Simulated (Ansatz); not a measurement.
# How much do the gradients of MgH₂ depend on the method?

Cell: a computed structure from the Materials Project (it need not be an observed phase), atoms as given.

Space group Pbca (No. 61); a = 4.7219, b = 9.3058, c = 4.8703 Å.

```
site  Wyckoff  site symmetry       x       y       z
  Mg       8c              1  0.2748  0.1178  0.0286
  H9       8c              1  0.5114  0.4748  0.2422
 H13       8c              1  0.3363  0.7038  0.3777
```

One atom of each set is listed.

First run. Level of theory: DFT, PBE, plane waves and PAW, scalar-relativistic, 420 eV cutoff, Γ-centred 6×3×6 k-points, Fermi–Dirac smearing 0.02 eV (Ansatz 0.2.0).

```
site  V_zz (10²¹ V/m²)     η
  Mg              0.89  0.20
  H9              0.21  0.72
 H13             -0.48  0.86
```

Second run. The same atoms and settings, except that the functional is r2SCAN and the cutoff is 500 eV.

Q: Given the first result, estimate the second.

A: 

| site | V_zz | η | change of V_zz |
| --- | --- | --- | --- |
| Mg | 0.92 | 0.21 | +0.03 |
| H9 | 0.21 | 0.73 | 0.00 |
| H13 | -0.47 | 0.86 | +0.01 |

No V_zz moves by more than 0.03. In per cent, |V_zz| changes by +3 on Mg (all sites that start above 0.5).
